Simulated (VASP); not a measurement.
# Pt (Fm-3m) in VASP: band structure with PBE

Aim: the band structure of Pt with PBE.

All numbers are computed with VASP 6.6.1; they aren't measurements. Logs are shortened: lines on timing, memory, paths and dates and some standing lists are left out, and cuts for length are marked.

## (1) Starting point

The structure is cubic, space group Fm-3m (No. 225). The conventional cell has a = 3.967 Å, b = 3.967 Å, c = 3.967 Å, α = 90.00°, β = 90.00°, γ = 90.00°. Pt (site symmetry m-3m) has 12 Pt at 2.81 Å as nearest neighbours.

## (2) Band structure, PBE

Input file INCAR:

```
PREC = Accurate
ENCUT = 520
EDIFF = 1E-6
ISMEAR = 1
SIGMA = 0.1
LREAL = False
LASPH = True
NELM = 80
ALGO = Fast
ISIF = 2
LWAVE = False
LCHARG = False
LMAXMIX = 4
GGA = PE
NBANDS = 11
ICORELEVEL = 1
```

Input file KPOINTS:

```
Automatic mesh
0
Gamma
  16 16 16
```

Input file POSCAR:

```
Pt                                      
1.0
    0.0000000000      1.9834876421      1.9834876421
    1.9834876421      0.0000000000      1.9834876421
    1.9834876421      1.9834876421      0.0000000000
  Pt            
     1
Direct
     0.0000000000000000    0.0000000000000000    0.0000000000000000
```

Input file KPOINTS_OPT:

```
explicit points
106
Reciprocal
 0.0000000000  0.0000000000  0.0000000000 1
 0.0555555556  0.0000000000  0.0555555556 1
 0.1111111111  0.0000000000  0.1111111111 1
 0.1666666667  0.0000000000  0.1666666667 1
 0.2222222222  0.0000000000  0.2222222222 1
 0.2777777778  0.0000000000  0.2777777778 1
 0.3333333333  0.0000000000  0.3333333333 1
 0.3888888889  0.0000000000  0.3888888889 1
 0.4444444444  0.0000000000  0.4444444444 1
 0.5000000000  0.0000000000  0.5000000000 1
 0.5000000000  0.0000000000  0.5000000000 1
 0.5000000000  0.0277777778  0.5277777778 1
 0.5000000000  0.0555555556  0.5555555556 1
 0.5000000000  0.0833333333  0.5833333333 1
 0.5000000000  0.1111111111  0.6111111111 1
 0.5000000000  0.1388888889  0.6388888889 1
 0.5000000000  0.1666666667  0.6666666667 1
 0.5000000000  0.1944444444  0.6944444444 1
 0.5000000000  0.2222222222  0.7222222222 1
 0.5000000000  0.2500000000  0.7500000000 1
 0.5000000000  0.2500000000  0.7500000000 1
 0.4861111111  0.2638888889  0.7500000000 1
 0.4722222222  0.2777777778  0.7500000000 1
 0.4583333333  0.2916666667  0.7500000000 1
 0.4444444444  0.3055555556  0.7500000000 1
 0.4305555556  0.3194444444  0.7500000000 1
 0.4166666667  0.3333333333  0.7500000000 1
 0.4027777778  0.3472222222  0.7500000000 1
 0.3888888889  0.3611111111  0.7500000000 1
 0.3750000000  0.3750000000  0.7500000000 1
 0.3750000000  0.3750000000  0.7500000000 1
 0.3333333333  0.3333333333  0.6666666667 1
 0.2916666667  0.2916666667  0.5833333333 1
 0.2500000000  0.2500000000  0.5000000000 1
 0.2083333333  0.2083333333  0.4166666667 1
 0.1666666667  0.1666666667  0.3333333333 1
 0.1250000000  0.1250000000  0.2500000000 1
 0.0833333333  0.0833333333  0.1666666667 1
 0.0416666667  0.0416666667  0.0833333333 1
 0.0000000000  0.0000000000  0.0000000000 1
 0.0000000000  0.0000000000  0.0000000000 1
 0.0555555556  0.0555555556  0.0555555556 1
 0.1111111111  0.1111111111  0.1111111111 1
 0.1666666667  0.1666666667  0.1666666667 1
 0.2222222222  0.2222222222  0.2222222222 1
 0.2777777778  0.2777777778  0.2777777778 1
 0.3333333333  0.3333333333  0.3333333333 1
 0.3888888889  0.3888888889  0.3888888889 1
 0.4444444444  0.4444444444  0.4444444444 1
 0.5000000000  0.5000000000  0.5000000000 1
 0.5000000000  0.5000000000  0.5000000000 1
 0.5138888889  0.4722222222  0.5138888889 1
 0.5277777778  0.4444444444  0.5277777778 1
 0.5416666667  0.4166666667  0.5416666667 1
 0.5555555556  0.3888888889  0.5555555556 1
 0.5694444444  0.3611111111  0.5694444444 1
 0.5833333333  0.3333333333  0.5833333333 1
 0.5972222222  0.3055555556  0.5972222222 1
 0.6111111111  0.2777777778  0.6111111111 1
 0.6250000000  0.2500000000  0.6250000000 1
 0.6250000000  0.2500000000  0.6250000000 1
 0.6111111111  0.2500000000  0.6388888889 1
 0.5972222222  0.2500000000  0.6527777778 1
 0.5833333333  0.2500000000  0.6666666667 1
 0.5694444444  0.2500000000  0.6805555556 1
 0.5555555556  0.2500000000  0.6944444444 1
 0.5416666667  0.2500000000  0.7083333333 1
 0.5277777778  0.2500000000  0.7222222222 1
 0.5138888889  0.2500000000  0.7361111111 1
 0.5000000000  0.2500000000  0.7500000000 1
 0.5000000000  0.2500000000  0.7500000000 1
 0.5000000000  0.2777777778  0.7222222222 1
 0.5000000000  0.3055555556  0.6944444444 1
 0.5000000000  0.3333333333  0.6666666667 1
 0.5000000000  0.3611111111  0.6388888889 1
 0.5000000000  0.3888888889  0.6111111111 1
 0.5000000000  0.4166666667  0.5833333333 1
 0.5000000000  0.4444444444  0.5555555556 1
 0.5000000000  0.4722222222  0.5277777778 1
 0.5000000000  0.5000000000  0.5000000000 1
 0.5000000000  0.5000000000  0.5000000000 1
 0.4861111111  0.4861111111  0.5277777778 1
 0.4722222222  0.4722222222  0.5555555556 1
 0.4583333333  0.4583333333  0.5833333333 1
 0.4444444444  0.4444444444  0.6111111111 1
 0.4305555556  0.4305555556  0.6388888889 1
 0.4166666667  0.4166666667  0.6666666667 1
 0.4027777778  0.4027777778  0.6944444444 1
 0.3888888889  0.3888888889  0.7222222222 1
 0.3750000000  0.3750000000  0.7500000000 1
 0.6250000000  0.2500000000  0.6250000000 1
 0.6111111111  0.2222222222  0.6111111111 1
 0.5972222222  0.1944444444  0.5972222222 1
 0.5833333333  0.1666666667  0.5833333333 1
 0.5694444444  0.1388888889  0.5694444444 1
 0.5555555556  0.1111111111  0.5555555556 1
 0.5416666667  0.0833333333  0.5416666667 1
 0.5277777778  0.0555555556  0.5277777778 1
 0.5138888889  0.0277777778  0.5138888889 1
 0.5000000000  0.0000000000  0.5000000000 1
 0.0000000000  0.0000000000  0.0000000000 1
 0.3750000000  0.3750000000  0.7500000000 1
 0.5000000000  0.5000000000  0.5000000000 1
 0.6250000000  0.2500000000  0.6250000000 1
 0.5000000000  0.2500000000  0.7500000000 1
 0.5000000000  0.0000000000  0.5000000000 1
```

Potentials or basis: VASP PAW PBE potentials, release 64 (Pt).

Started as:

```console
$ cat potpaw_PBE.64/Pt/POTCAR > POTCAR
$ mpirun -np 1 vasp_std > vasp.out
```

OUTCAR:

```text
PREC = Accurate
   ENCUT = 520
   EDIFF = 1E-6
   ISMEAR = 1
   LREAL = False
   LASPH = True
   NELM = 80
   ISIF = 2
   GGA = PE

 ion  position               nearest neighbor table
   1  0.000  0.000  0.000-

  LATTYP: Found a face centered cubic cell.
 ALAT       =     3.9669752842

  Lattice vectors:

 A1 = (   0.0000000000,   1.9834876421,   1.9834876421)
 A2 = (   1.9834876421,   0.0000000000,   1.9834876421)
 A3 = (   1.9834876421,   1.9834876421,   0.0000000000)

Analysis of symmetry for initial positions (statically):
=====================================================================
 Subroutine PRICEL returns:
 Original cell was already a primitive cell.

 Routine SETGRP: Setting up the symmetry group for a
 face centered cubic supercell.

 Subroutine GETGRP returns: Found 48 space group operations
 (whereof 48 operations were pure point group operations)
 out of a pool of 48 trial point group operations.

The static configuration has the point symmetry O_h .

Analysis of symmetry for dynamics (positions and initial velocities):
=====================================================================
 Subroutine PRICEL returns:
 Original cell was already a primitive cell.

 Routine SETGRP: Setting up the symmetry group for a
 face centered cubic supercell.

 Subroutine GETGRP returns: Found 48 space group operations
 (whereof 48 operations were pure point group operations)
 out of a pool of 48 trial point group operations.

The dynamic configuration has the point symmetry O_h .

 Subroutine INISYM returns: Found 48 space group operations
 (whereof 48 operations are pure point group operations),
 and found     1 'primitive' translations

----------------------------------------------------------------------------------------

                                     Primitive cell

  volume of cell :      15.6070

  direct lattice vectors                    reciprocal lattice vectors
     0.000000000  1.983487642  1.983487642    -0.252081228  0.252081228  0.252081228
     1.983487642  0.000000000  1.983487642     0.252081228 -0.252081228  0.252081228
     1.983487642  1.983487642  0.000000000     0.252081228  0.252081228 -0.252081228

  length of vectors
     2.805075124  2.805075124  2.805075124     0.436617494  0.436617494  0.436617494

  position of ions in fractional coordinates (direct lattice)
     0.000000000  0.000000000  0.000000000

  ion indices of the primitive-cell ions
   primitive index   ion index
                 1           1

----------------------------------------------------------------------------------------

 KPOINTS: Automatic mesh

Automatic generation of k-mesh.
 Grid dimensions read from file:
 generate k-points for:   16   16   16

 Generating k-lattice:

  Cartesian coordinates                     Fractional coordinates (reciprocal lattice)
    -0.015755077  0.015755077  0.015755077     0.062500000  0.000000000  0.000000000
     0.015755077 -0.015755077  0.015755077     0.000000000  0.062500000  0.000000000
     0.015755077  0.015755077 -0.015755077     0.000000000  0.000000000  0.062500000

  Length of vectors
     0.027288593  0.027288593  0.027288593

  Shift w.r.t. Gamma in fractional coordinates (k-lattice)
     0.000000000  0.000000000  0.000000000

 Subroutine IBZKPT returns following result:
 ===========================================

 Found    145 irreducible k-points:

 Following reciprocal coordinates:
            Coordinates               Weight
  0.000000  0.000000  0.000000      1.000000
  0.062500  0.000000  0.000000      8.000000
  0.125000  0.000000  0.000000      8.000000
  0.187500  0.000000  0.000000      8.000000
  0.250000  0.000000  0.000000      8.000000
  0.312500  0.000000  0.000000      8.000000
[... 16 lines left out ...]
 -0.125000  0.062500  0.000000     24.000000
 -0.062500  0.062500  0.000000     12.000000
 [... further k-points ...]
   k-points           NKPTS =    145   k-points in BZ     NKDIM =    145   number of bands    NBANDS=     11
   number of dos      NEDOS =    301   number of ions     NIONS =      1
   total plane-waves  NPLWV =  13824
   dimension x,y,z NGX =    24 NGY =   24 NGZ =   24
   dimension x,y,z NGXF=    48 NGYF=   48 NGZF=   48
   ions per type =               1
   NGX,Y,Z   is equivalent  to a cutoff of  14.22, 14.22, 14.22 a.u.
   NGXF,Y,Z  is equivalent  to a cutoff of  28.45, 28.45, 28.45 a.u.
 SYSTEM =  unknown system
   PREC   = accura    normal or accurate (medium, high low for compatibility)
   ISTART =      0    job   : 0-new  1-cont  2-samecut
   ICHARG =      2    charge: 1-file 2-atom 10-const
   ISPIN  =      1    spin polarized calculation?
   LNONCOLLINEAR =      F non collinear calculations
   LSORBIT =      F    spin-orbit coupling
   LASPH  =      T    aspherical Exc in radial PAW
   ENCUT  =  520.0 eV  38.22 Ry    6.18 a.u.   5.22  5.22  5.22*2*pi/ulx,y,z
   NELM   =     80;   NELMIN=  2; NELMDL= -5     # of ELM steps
   EDIFF  = 0.1E-05   stopping-criterion for ELM
   LREAL  =      F    real-space projection
   EDIFFG = 0.1E-04   stopping-criterion for IOM
   NSW    =      0    number of steps for IOM
   IBRION =     -1    ionic relax: 0-MD 1-quasi-New 2-CG
   NFREE  =      0    steps in history (QN), initial steepest desc. (CG)
   ISIF   =      2    stress and relaxation
   ISYM   =      2    0-nonsym 1-usesym 2-fastsym
   POTIM  = 0.5000    time-step for ionic-motion
   TEBEG  =    0.0;   TEEND  =   0.0 temperature during run
   PSTRESS=    0.0 pullay stress
   NELECT =      10.0000    total number of electrons
   NUPDOWN=      -1.0000    fix difference up-down
   EMIN   =  10.00;   EMAX   =-10.00  energy-range for DOS
   EFERMI =   0.00;   METHOD = LEGACY
   ISMEAR =     1;   SIGMA  =   0.10  broadening in eV -4-tet -1-fermi 0-gaus
   EFERMI_NEDOS =   21; number of points for ismear=-14 and -15
   IALGO  =     68    algorithm
   IMIX   =      4    mixing-type and parameters
     AMIX     =   0.40;   BMIX     =  1.00
     AMIX_MAG =   1.60;   BMIX_MAG =  1.00
  volume/ion in A,a.u.               =      15.61       105.32
  Fermi-wavevector in a.u.,A,eV,Ry     =   1.411352  2.667068 27.101640  1.991914
  Thomas-Fermi vector in A             =   2.533212
   LORBIT       =      0    0 simple, 1 ext, 2 COOP (PROOUT), +10 PAW based schemes
   GGA     = PE    functional components
   LHFCALC =     F    Hartree Fock is set to
   AEXX    =    0.0000 exact exchange contribution
   IVDW    =     0    specifies the selected vdW correction
   LEPSILON=     F    determine dielectric tensor
   LRPA    =     F    only Hartree local field effects (RPA)
 non-spin polarized calculation
 RMM-DIIS sequential band-by-band and
 Methfessel and Paxton  Order N= 1 SIGMA  =   0.10
  energy-cutoff  :      520.00
  volume of cell :       15.61
 maximum number of plane-waves:       444
 NGX is ok and might be reduce to    24
   NGX = 11   NGY = 11   NGZ = 11

 number of electron      10.0000002 magnetization

 Free energy of the ion-electron system (eV)
  ---------------------------------------------------
  ext. energy  EPLUGINS =         0.00000000
  ---------------------------------------------------
  free energy    TOTEN  =        -6.09562519 eV

  energy without entropy =       -6.09463237  energy(sigma->0) =       -6.09529425

 the core state eigenenergies are
   1-  1s -78387.7233  2s -13757.3645  2p -11917.6346  3s  -3221.2265  3p  -2685.7271
       3d  -2106.0985  4s   -681.5353  4p   -505.9795  4d   -293.0538  4f    -56.4641
       5s    -87.9376  5p    -42.0367

 E-fermi :  10.5872     XC(G=0): -13.2864

 val. band max:       10.5821981072   @ k =  -0.2500   0.1250   0.0000
 cond. band min:      10.6079342645   @ k =   0.5000   0.5000   0.0000
 fundamental gap:      0.0257361573
 Fermi energy:        10.5871537132

 k-point     1 :       0.0000    0.0000    0.0000
  band No.  band energies     occupation
      1       0.7816      2.00000
      2       7.0292      2.00000
      3       7.0292      2.00000
      4       7.0292      2.00000
      5       9.0652      2.00000
      6       9.0652      2.00000
      7      25.3476      0.00000
      8      30.1213      0.00000
      9      30.1213      0.00000
     10      30.1213      0.00000
     11      35.3435      0.00000
[... 267 lines left out ...]
 k-point    21 :      -0.2500    0.0625    0.0000
  band No.  band energies     occupation
      1       3.1260      2.00000
      2       6.6570      2.00000
      3       7.3500      2.00000
      4       7.4440      2.00000
      5       9.0298      2.00000
      6       9.7999      2.00000

------------------------ aborting loop because EDIFF is reached ----------------------------------------

  FORCE on cell =-STRESS in cart. coord.  units (eV):
  Direction    XX          YY          ZZ          XY          YZ          ZX
  --------------------------------------------------------------------------------------
  -------------------------------------------------------------------------------------
  Total       -0.0125310     -0.0125310     -0.0125310      0.0000000      0.0000000      0.0000000
  in kB       -1.2864037     -1.2864037     -1.2864037      0.0000000      0.0000000      0.0000000
  external PRESSURE =      -1.2864037 kB  Pullay stress =       0.0000000 kB

 VOLUME and BASIS-vectors are now :
 -----------------------------------------------------------------------------
  energy-cutoff  :      520.00
  volume of cell :       15.61
      direct lattice vectors                 reciprocal lattice vectors
     0.000000000  1.983487642  1.983487642    -0.252081228  0.252081228  0.252081228
     1.983487642  0.000000000  1.983487642     0.252081228 -0.252081228  0.252081228
     1.983487642  1.983487642  0.000000000     0.252081228  0.252081228 -0.252081228

 POSITION                                       TOTAL-FORCE (eV/Angst)
 -----------------------------------------------------------------------------------
      0.00000      0.00000      0.00000         0.000000      0.000000      0.000000
 -----------------------------------------------------------------------------------
    total drift:                               -0.000000      0.000000     -0.000000

  FREE ENERGIE OF THE ION-ELECTRON SYSTEM (eV)
  ---------------------------------------------------
  free  energy   TOTEN  =        -6.0956251890 eV

  energy  without entropy=       -6.0946323694  energy(sigma->0) =       -6.09529425
```

It took 30 s on 1 thread of Intel Xeon Platinum 8375C at 2.90GHz (Ice Lake), shared host; peak memory 0.16 GiB.

Results:

```
Free energy             : -6.0956 eV
Pressure                : -0.1 GPa
Band gap along the path : none (metal or under the smearing width)
```

Levels at the corners of the path, in eV from the Fermi level:
| point | band 2 | band 3 | band 4 | band 5 | band 6 | band 7 | band 8 | band 9 |
| --- | --- | --- | --- | --- | --- | --- | --- | --- |
| Γ | -3.56 | -3.56 | -3.56 | -1.52 | -1.52 | 14.76 | 19.53 | 19.53 |
| X | -6.24 | 0.02 | 0.48 | 0.48 | 1.88 | 8.54 | 11.32 | 11.32 |
| X | -6.24 | 0.02 | 0.48 | 0.48 | 1.88 | 8.54 | 11.32 | 11.32 |
| W | -4.28 | -4.28 | -1.86 | 0.48 | 6.91 | 8.14 | 8.14 | 11.79 |
| W | -4.28 | -4.28 | -1.86 | 0.48 | 6.91 | 8.14 | 8.14 | 11.79 |
| K | -5.15 | -2.67 | -1.22 | -0.14 | 5.64 | 6.58 | 9.84 | 14.46 |
| K | -5.15 | -2.67 | -1.22 | -0.14 | 5.64 | 6.58 | 9.84 | 14.46 |
| Γ | -3.56 | -3.56 | -3.56 | -1.52 | -1.52 | 14.76 | 19.53 | 19.53 |
| Γ | -3.56 | -3.56 | -3.56 | -1.52 | -1.52 | 14.76 | 19.53 | 19.53 |
| L | -3.62 | -3.62 | -0.30 | 0.05 | 0.05 | 5.61 | 14.32 | 18.77 |
| L | -3.62 | -3.62 | -0.30 | 0.05 | 0.05 | 5.61 | 14.32 | 18.77 |
| U | -5.15 | -2.67 | -1.22 | -0.14 | 5.64 | 6.58 | 9.84 | 14.46 |
| U | -5.15 | -2.67 | -1.22 | -0.14 | 5.64 | 6.58 | 9.84 | 14.46 |
| W | -4.28 | -4.28 | -1.86 | 0.48 | 6.91 | 8.14 | 8.14 | 11.79 |
| W | -4.28 | -4.28 | -1.86 | 0.48 | 6.91 | 8.14 | 8.14 | 11.79 |
| L | -3.62 | -3.62 | -0.30 | 0.05 | 0.05 | 5.61 | 14.32 | 18.77 |
| L | -3.62 | -3.62 | -0.30 | 0.05 | 0.05 | 5.61 | 14.32 | 18.77 |
| K | -5.15 | -2.67 | -1.22 | -0.14 | 5.64 | 6.58 | 9.84 | 14.46 |
| U | -5.15 | -2.67 | -1.22 | -0.14 | 5.64 | 6.58 | 9.84 | 14.46 |
| X | -6.24 | 0.02 | 0.48 | 0.48 | 1.88 | 8.54 | 11.32 | 11.32 |

Core levels (eV, on the scale of the bands):
```
atom                                                                                                                                    levels
1 Pt  1s -78387.7, 2s -13757.4, 2p -11917.6, 3s -3221.2, 3p -2685.7, 3d -2106.1, 4s -681.5, 4p -506.0, 4d -293.1, 4f -56.5, 5s -87.9, 5p -42.0
```

Caveat: spin-orbit coupling is left out, which moves the levels of the heavy elements.
